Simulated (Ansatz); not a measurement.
## ScAl2: how the plane-wave cutoff moves the results

Theory: DFT r2SCAN, scalar-relativistic, plane waves, PAW (Ansatz).

```
Sc Al
1.0
    -0.03945    3.73053    3.74559
     3.76893   -0.05066    3.75680
     3.77099    3.74379   -0.05271
Sc Al
2 4
Direct
  0.52279 0.49861 0.48813
  0.72983 0.75886 0.75401
  0.10315 0.11870 0.13987
  0.62924 0.14209 0.09026
  0.12824 0.59699 0.13501
  0.14449 0.16355 0.63805
```

* Γ-centred k-mesh: 6×6×6
* occupation rule: Gaussian smearing, 0.1 eV
* spin treatment: unpolarised
* valence charge of the PAW sets: Sc 11, Al 3

The atoms stay fixed while the plane-wave cutoff is varied. ΔE is the energy extrapolated to zero smearing, less that of the reference run (600 eV). The cell was strained and its atoms displaced at random, so that forces don't vanish. Pressure is positive in compression and holds a correction for the finite cutoff (Pulay stress).

Times are rough; the reference took 2.4 min on 1 thread of Intel(R) Xeon(R) Processor @ 2.50GHz (Skylake/Cascade Lake) (shared host), peak memory 0.89 GiB.

```tsv
cutoff (eV)	ΔE (meV/atom)	P (GPa)	largest change of a force component (eV/Å)	plane waves at Γ	wall time (s)
200	1005	4.08	0.257	697	48
250	195	2.07	0.045	943	47
300	40.0	2.14	0.014	1253	60
350	9.39	1.97	0.009	1601	80
500	0.84	1.91	0.000	2725	120
600	0.00	1.90	0.000	3619	150
```